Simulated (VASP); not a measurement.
# Mo (Im-3m) in VASP: a series of runs

The runs below take Mo through single point, with PBE.

All numbers are computed with VASP 6.6.1; they aren't measurements. Logs are shortened: lines on timing, memory, paths and dates and some standing lists are left out, and cuts for length are marked.

## Step 1: The structure

Symmetry: Im-3m, No. 229, cubic system. The conventional cell has a = 3.147 Å, b = 3.147 Å, c = 3.147 Å, α = 90.00°, β = 90.00°, γ = 90.00°. Around Mo (site symmetry m-3m) lie 8 Mo at 2.73 Å.

## Step 2: Single point, PBE

Contents of INCAR:

```
SYSTEM = Mo
PREC = Accurate
ENCUT = 300
EDIFF = 1E-7
ISMEAR = 0
SIGMA = 0.1
LREAL = .FALSE.
LASPH = .TRUE.
NELM = 80
ALGO = Normal
ISIF = 2
LWAVE = .FALSE.
LCHARG = .FALSE.
GGA = PE
```

Contents of KPOINTS:

```
regular mesh
0
G
  14 14 14
  0 0 0
```

Contents of POSCAR:

```
Mo
1.0
   -1.5734150000      1.5734150000      1.5734150000
    1.5734150000     -1.5734150000      1.5734150000
    1.5734150000      1.5734150000     -1.5734150000
Mo
1
Direct
    0.0000000000      0.0000000000      0.0000000000
```

Potentials or basis: VASP PAW PBE potentials, release 64 (Mo_sv).

The run is started by

```bash
$ cat potpaw_PBE.64/Mo_sv/POTCAR > POTCAR
$ mpirun -np 1 vasp_std > vasp.out
```

OUTCAR:

```text
SYSTEM = Mo
   PREC = Accurate
   ENCUT = 300
   EDIFF = 1E-7
   ISMEAR = 0
   LREAL = .FALSE.
   LASPH = .TRUE.
   NELM = 80
   ISIF = 2
   GGA = PE

 ion  position               nearest neighbor table
   1  0.000  0.000  0.000-

  LATTYP: Found a body centered cubic cell.
 ALAT       =     3.1468300000

  Lattice vectors:

 A1 = (  -1.5734150000,   1.5734150000,   1.5734150000)
 A2 = (   1.5734150000,  -1.5734150000,   1.5734150000)
 A3 = (   1.5734150000,   1.5734150000,  -1.5734150000)

Analysis of symmetry for initial positions (statically):
=====================================================================
 Subroutine PRICEL returns:
 Original cell was already a primitive cell.

 Routine SETGRP: Setting up the symmetry group for a
 body centered cubic supercell.

 Subroutine GETGRP returns: Found 48 space group operations
 (whereof 48 operations were pure point group operations)
 out of a pool of 48 trial point group operations.

The static configuration has the point symmetry O_h .

Analysis of symmetry for dynamics (positions and initial velocities):
=====================================================================
 Subroutine PRICEL returns:
 Original cell was already a primitive cell.

 Routine SETGRP: Setting up the symmetry group for a
 body centered cubic supercell.

 Subroutine GETGRP returns: Found 48 space group operations
 (whereof 48 operations were pure point group operations)
 out of a pool of 48 trial point group operations.

The dynamic configuration has the point symmetry O_h .

 Subroutine INISYM returns: Found 48 space group operations
 (whereof 48 operations are pure point group operations),
 and found     1 'primitive' translations

----------------------------------------------------------------------------------------

                                     Primitive cell

  volume of cell :      15.5808

  direct lattice vectors                    reciprocal lattice vectors
    -1.573415000  1.573415000  1.573415000     0.000000000  0.317780115  0.317780115
     1.573415000 -1.573415000  1.573415000     0.317780115  0.000000000  0.317780115
     1.573415000  1.573415000 -1.573415000     0.317780115  0.317780115  0.000000000

  length of vectors
     2.725234721  2.725234721  2.725234721     0.449408949  0.449408949  0.449408949

  position of ions in fractional coordinates (direct lattice)
     0.000000000  0.000000000  0.000000000

  ion indices of the primitive-cell ions
   primitive index   ion index
                 1           1

----------------------------------------------------------------------------------------

 KPOINTS: regular mesh

Automatic generation of k-mesh.
 Grid dimensions read from file:
 generate k-points for:   14   14   14

 Generating k-lattice:

  Cartesian coordinates                     Fractional coordinates (reciprocal lattice)
     0.000000000  0.022698580  0.022698580     0.071428571  0.000000000  0.000000000
     0.022698580  0.000000000  0.022698580     0.000000000  0.071428571  0.000000000
     0.022698580  0.022698580  0.000000000     0.000000000  0.000000000  0.071428571

  Length of vectors
     0.032100639  0.032100639  0.032100639

  Shift w.r.t. Gamma in fractional coordinates (k-lattice)
     0.000000000  0.000000000  0.000000000

 Subroutine IBZKPT returns following result:
 ===========================================

 Found    104 irreducible k-points:

 Following reciprocal coordinates:
            Coordinates               Weight
  0.000000  0.000000  0.000000      1.000000
  0.071429  0.000000  0.000000     12.000000
  0.142857  0.000000  0.000000     12.000000
  0.214286  0.000000  0.000000     12.000000
  0.285714  0.000000  0.000000     12.000000
  0.357143  0.000000  0.000000     12.000000
[... 16 lines left out ...]
  0.285714  0.285714  0.000000     24.000000
  0.357143  0.285714  0.000000     24.000000
 [... further k-points ...]
   k-points           NKPTS =    104   k-points in BZ     NKDIM =    104   number of bands    NBANDS=     11
   number of dos      NEDOS =    301   number of ions     NIONS =      1
   total plane-waves  NPLWV =   4096
   dimension x,y,z NGX =    16 NGY =   16 NGZ =   16
   dimension x,y,z NGXF=    32 NGYF=   32 NGZF=   32
   ions per type =               1
   NGX,Y,Z   is equivalent  to a cutoff of   9.76,  9.76,  9.76 a.u.
   NGXF,Y,Z  is equivalent  to a cutoff of  19.52, 19.52, 19.52 a.u.
 SYSTEM =  Mo
   PREC   = accura    normal or accurate (medium, high low for compatibility)
   ISTART =      0    job   : 0-new  1-cont  2-samecut
   ICHARG =      2    charge: 1-file 2-atom 10-const
   ISPIN  =      1    spin polarized calculation?
   LNONCOLLINEAR =      F non collinear calculations
   LSORBIT =      F    spin-orbit coupling
   LASPH  =      T    aspherical Exc in radial PAW
   ENCUT  =  300.0 eV  22.05 Ry    4.70 a.u.   3.85  3.85  3.85*2*pi/ulx,y,z
   NELM   =     80;   NELMIN=  2; NELMDL= -5     # of ELM steps
   EDIFF  = 0.1E-06   stopping-criterion for ELM
   LREAL  =      F    real-space projection
   EDIFFG = 0.1E-05   stopping-criterion for IOM
   NSW    =      0    number of steps for IOM
   IBRION =     -1    ionic relax: 0-MD 1-quasi-New 2-CG
   NFREE  =      0    steps in history (QN), initial steepest desc. (CG)
   ISIF   =      2    stress and relaxation
   ISYM   =      2    0-nonsym 1-usesym 2-fastsym
   POTIM  = 0.5000    time-step for ionic-motion
   TEBEG  =    0.0;   TEEND  =   0.0 temperature during run
   PSTRESS=    0.0 pullay stress
   NELECT =      14.0000    total number of electrons
   NUPDOWN=      -1.0000    fix difference up-down
   EMIN   =  10.00;   EMAX   =-10.00  energy-range for DOS
   EFERMI =   0.00;   METHOD = LEGACY
   ISMEAR =     0;   SIGMA  =   0.10  broadening in eV -4-tet -1-fermi 0-gaus
   EFERMI_NEDOS =   21; number of points for ismear=-14 and -15
   IALGO  =     38    algorithm
   IMIX   =      4    mixing-type and parameters
     AMIX     =   0.40;   BMIX     =  1.00
     AMIX_MAG =   1.60;   BMIX_MAG =  1.00
  volume/ion in A,a.u.               =      15.58       105.14
  Fermi-wavevector in a.u.,A,eV,Ry     =   1.579747  2.985289 33.954710  2.495601
  Thomas-Fermi vector in A             =   2.680079
   LORBIT       =      0    0 simple, 1 ext, 2 COOP (PROOUT), +10 PAW based schemes
   GGA     = PE    functional components
   LHFCALC =     F    Hartree Fock is set to
   AEXX    =    0.0000 exact exchange contribution
   IVDW    =     0    specifies the selected vdW correction
   LEPSILON=     F    determine dielectric tensor
   LRPA    =     F    only Hartree local field effects (RPA)
 non-spin polarized calculation
 Gauss-broadening in eV      SIGMA  =   0.10
  energy-cutoff  :      300.00
  volume of cell :       15.58
 maximum number of plane-waves:       194
   NGX =  7   NGY =  7   NGZ =  7

 number of electron      13.9999995 magnetization

 Free energy of the ion-electron system (eV)
  ---------------------------------------------------
  ext. energy  EPLUGINS =         0.00000000
  ---------------------------------------------------
  free energy    TOTEN  =       -10.91997247 eV

  energy without entropy =      -10.91356630  energy(sigma->0) =      -10.91676939

 E-fermi :  12.6982     XC(G=0): -13.4140

 val. band max:       12.6970396807   @ k =   0.3571   0.0714   0.0714
 cond. band min:      12.7058612368   @ k =  -0.3571   0.3571   0.2857
 fundamental gap:      0.0088215561
 Fermi energy:        12.6982187565

 k-point     1 :       0.0000    0.0000    0.0000
  band No.  band energies     occupation
      1     -48.6151      2.00000
      2     -21.8910      2.00000
      3     -21.8910      2.00000
      4     -21.8910      2.00000
      5       5.3981      2.00000
      6      11.2740      2.00000
      7      11.2740      2.00000
      8      11.2740      2.00000
      9      14.3131      0.00000
     10      14.3131      0.00000
     11      27.4858      0.00000

 k-point     2 :       0.0714    0.0000    0.0000
  band No.  band energies     occupation
      1     -48.6030      2.00000
      2     -21.9662      2.00000
      3     -21.9144      2.00000
      4     -21.8917      2.00000
      5       5.6241      2.00000
      6      11.1466      2.00000
      7      11.2517      2.00000
      8      11.4865      2.00000
      9      14.1289      0.00000
     10      14.3165      0.00000
     11      27.6521      0.00000

 k-point     3 :       0.1429    0.0000    0.0000
  band No.  band energies     occupation
      1     -48.5663      2.00000
      2     -22.1736      2.00000
      3     -21.9788      2.00000
      4     -21.8931      2.00000
      5       6.2449      2.00000
      6      10.8094      2.00000
      7      11.1469      2.00000
      8      12.1095      2.00000
      9      13.8055      0.00000
     10      14.3407      0.00000
     11      27.9716      0.00000

 k-point     4 :       0.2143    0.0000    0.0000
  band No.  band energies     occupation
      1     -48.5128      2.00000
      2     -22.4656      2.00000
      3     -22.0707      2.00000
      4     -21.8952      2.00000
      5       7.0438      2.00000
      6      10.3646      2.00000
      7      11.0176      2.00000
      8      13.0969      0.00000
      9      13.7119      0.00000
     10      14.4137      0.00000
     11      27.8541      0.00000

 k-point     5 :       0.2857    0.0000    0.0000
  band No.  band energies     occupation
      1     -48.4527      2.00000
      2     -22.7800      2.00000
      3     -22.1711      2.00000
      4     -21.8976      2.00000
      5       7.5661      2.00000
      6       9.9181      2.00000
      7      11.3261      2.00000
      8      13.9044      0.00000
      9      14.3603      0.00000
     10      14.5518      0.00000
     11      26.9468      0.00000
[... 211 lines left out ...]
 k-point    21 :       0.2857    0.2143    0.0000
  band No.  band energies     occupation
      1     -48.3468      2.00000
      2     -23.0696      2.00000
      3     -22.4779      2.00000
      4     -22.0351      2.00000
      5       8.5322      2.00000
      6       9.6393      2.00000
      7      11.1027      2.00000
      8      13.9821      0.00000
      9      15.1603      0.00000
     10      18.8455      0.00000
     11      24.7252      0.00000

 k-point    22 :       0.3571    0.2143    0.0000
  band No.  band energies     occupation
      1     -48.3260      2.00000
      2     -23.1103      2.00000
      3     -22.5697      2.00000
      4     -22.0431      2.00000
      5       8.4259      2.00000
      6       9.6072      2.00000
      7      11.4576      2.00000
      8      14.2164      0.00000
      9      15.3030      0.00000
     10      20.2295      0.00000
     11      23.4896      0.00000

 k-point    23 :       0.2857    0.2857    0.0000
  band No.  band energies     occupation
      1     -48.3232      2.00000
      2     -23.0326      2.00000
      3     -22.6565      2.00000
      4     -22.0601      2.00000
      5       8.7283      2.00000
      6       9.7968      2.00000
      7      10.8863      2.00000
      8      14.3031      0.00000
      9      15.1165      0.00000
     10      20.7555      0.00000
     11      23.5398      0.00000

 k-point    24 :       0.3571    0.2857    0.0000
  band No.  band energies     occupation
      1     -48.3147      2.00000
      2     -22.9794      2.00000
      3     -22.7621      2.00000
      4     -22.0675      2.00000
      5       8.7591      2.00000
      6       9.9675      2.00000
      7      10.7259      2.00000
      8      14.5418      0.00000
      9      15.0349      0.00000
     10      22.0722      0.00000
     11      22.8525      0.00000

 [... further k-points ...]

------------------------ aborting loop because EDIFF is reached ----------------------------------------

  FORCE on cell =-STRESS in cart. coord.  units (eV):
  Direction    XX          YY          ZZ          XY          YZ          ZX
  --------------------------------------------------------------------------------------
  -------------------------------------------------------------------------------------
  Total        0.4165739      0.4165739      0.4165739     -0.0000000      0.0000000     -0.0000000
  in kB       42.8363859     42.8363859     42.8363859     -0.0000000      0.0000000     -0.0000000
  external PRESSURE =      42.8363859 kB  Pullay stress =       0.0000000 kB

 VOLUME and BASIS-vectors are now :
 -----------------------------------------------------------------------------
  energy-cutoff  :      300.00
  volume of cell :       15.58
      direct lattice vectors                 reciprocal lattice vectors
    -1.573415000  1.573415000  1.573415000     0.000000000  0.317780115  0.317780115
     1.573415000 -1.573415000  1.573415000     0.317780115  0.000000000  0.317780115
     1.573415000  1.573415000 -1.573415000     0.317780115  0.317780115  0.000000000

 POSITION                                       TOTAL-FORCE (eV/Angst)
 -----------------------------------------------------------------------------------
      0.00000      0.00000      0.00000         0.000000      0.000000      0.000000
 -----------------------------------------------------------------------------------
    total drift:                               -0.000000      0.000000      0.000000

  FREE ENERGIE OF THE ION-ELECTRON SYSTEM (eV)
  ---------------------------------------------------
  free  energy   TOTEN  =       -10.9199724727 eV

  energy  without entropy=      -10.9135662986  energy(sigma->0) =      -10.91676939
```

It took 4.8 s on 1 thread of AMD EPYC 9R45 (Zen 5), shared host; peak memory 0.08 GiB.

What came out:

* Free energy: -10.9200 eV
* Pressure: 4.3 GPa
* Band gap on the k mesh: none (metal or under the smearing width)

Levels at points of the mesh, in eV from the Fermi level:
| k point | band 4 | band 5 | band 6 | band 7 | band 8 | band 9 | band 10 | band 11 |
| --- | --- | --- | --- | --- | --- | --- | --- | --- |
| (0.00, 0.00, 0.00) | -34.59 | -7.30 | -1.42 | -1.42 | -1.42 | 1.61 | 1.61 | 14.79 |
| (0.50, 0.00, 0.00) | -34.60 | -5.40 | -3.47 | 1.60 | 1.64 | 2.28 | 4.71 | 11.64 |
| (0.50, 0.50, 0.50) | -35.57 | -5.52 | -5.52 | 3.94 | 3.94 | 3.94 | 9.04 | 9.04 |

Caveat: the cutoff is under 1.25 times the usual one of these potentials, so pressure, stress and relaxed cells hold a basis-set (Pulay) error.

## Step 3: Single point, PBE

INCAR: that of step 2 with these lines changed.

```diff
@@ -2,3 +2,3 @@
 PREC = Accurate
-ENCUT = 300
+ENCUT = 350
 EDIFF = 1E-7
```

KPOINTS is that of step 2.

POSCAR is that of step 2.

Potentials or basis: VASP PAW PBE potentials, release 64 (Mo_sv).

The run is started by

```bash
$ cat potpaw_PBE.64/Mo_sv/POTCAR > POTCAR
$ mpirun -np 1 vasp_std > vasp.out
```

Run time: 6.8 s. Hardware: 1 thread of AMD EPYC 9R45 (Zen 5), shared host; peak memory 0.09 GiB.

The run converged. Its results:

```
Free energy            : -10.9163 eV
Pressure               : 3.2 GPa
Band gap on the k mesh : none (metal or under the smearing width)
```

Levels at points of the mesh, in eV from the Fermi level:
```csv
k point,band 4,band 5,band 6,band 7,band 8,band 9,band 10,band 11
"(0.00, 0.00, 0.00)",-34.59,-7.29,-1.42,-1.42,-1.42,1.61,1.61,14.79
"(0.50, 0.00, 0.00)",-34.61,-5.39,-3.47,1.60,1.64,2.28,4.71,11.64
"(0.50, 0.50, 0.50)",-35.57,-5.51,-5.51,3.94,3.94,3.94,9.04,9.04
```

## Step 4: Single point, PBE

INCAR: that of step 3 with these lines changed.

```diff
@@ -2,3 +2,3 @@
 PREC = Accurate
-ENCUT = 350
+ENCUT = 400
 EDIFF = 1E-7
```

KPOINTS is that of step 3.

POSCAR is that of step 3.

The run is started by

```bash
$ cat potpaw_PBE.64/Mo_sv/POTCAR > POTCAR
$ mpirun -np 1 vasp_std > vasp.out
```

Run time: 7.7 s. Hardware: 1 thread of AMD EPYC 9R45 (Zen 5), shared host; peak memory 0.09 GiB.

The run converged. Its results:

```
Free energy            : -10.9188 eV
Pressure               : 3.8 GPa
Band gap on the k mesh : none (metal or under the smearing width)
```

Levels at points of the mesh, in eV from the Fermi level:
| k point | band 5 | band 6 | band 7 | band 8 | band 9 | band 10 |
| --- | --- | --- | --- | --- | --- | --- |
| (0.00, 0.00, 0.00) | -7.29 | -1.43 | -1.43 | -1.43 | 1.61 | 1.61 |
| (0.50, 0.00, 0.00) | -5.39 | -3.47 | 1.59 | 1.64 | 2.27 | 4.71 |
| (0.50, 0.50, 0.50) | -5.51 | -5.51 | 3.94 | 3.94 | 3.94 | 9.04 |

## Step 5: Single point, PBE

INCAR: that of step 4 with these lines changed.

```diff
@@ -2,3 +2,3 @@
 PREC = Accurate
-ENCUT = 400
+ENCUT = 450
 EDIFF = 1E-7
```

KPOINTS is that of step 4.

POSCAR is that of step 4.

The run is started by

```bash
$ cat potpaw_PBE.64/Mo_sv/POTCAR > POTCAR
$ mpirun -np 1 vasp_std > vasp.out
```

Wall time 9.3 s (1 thread of AMD EPYC 9R45 (Zen 5), shared host); peak memory 0.1 GiB.

The run converged. Its results:

| Quantity | Value |
| --- | --- |
| Free energy | -10.9203 eV |
| Pressure | 4.6 GPa |
| Band gap on the k mesh | none (metal or under the smearing width) |

Levels at points of the mesh, in eV from the Fermi level:
| k point | band 4 | band 5 | band 6 | band 7 | band 8 | band 9 | band 10 | band 11 |
| --- | --- | --- | --- | --- | --- | --- | --- | --- |
| (0.00, 0.00, 0.00) | -34.60 | -7.29 | -1.42 | -1.42 | -1.42 | 1.61 | 1.61 | 14.79 |
| (0.50, 0.00, 0.00) | -34.61 | -5.39 | -3.47 | 1.59 | 1.64 | 2.27 | 4.71 | 11.64 |
| (0.50, 0.50, 0.50) | -35.57 | -5.51 | -5.51 | 3.94 | 3.94 | 3.94 | 9.04 | 9.04 |

## Step 6: Overview

| cutoff (eV) | gap on the mesh (eV) | pressure (GPa) |
| --- | --- | --- |
| 300 | none | 4.3 |
| 350 | none | 3.2 |
| 400 | none | 3.8 |
| 450 | none | 4.6 |

Alike in all rows: task single point; level PBE; potentials or basis VASP PAW PBE potentials, release 64 (Mo_sv); no spin polarisation; cell as given; k mesh 14 × 14 × 14; smearing gaussian 0.1 eV.

Every run on the cell as given and a fine mesh finds a metal.

Caveats: the cutoff is under 1.25 times the usual one of these potentials, so pressure, stress and relaxed cells hold a basis-set (Pulay) error (some runs).

Absolute energies hang on the potentials; compare differences alone.
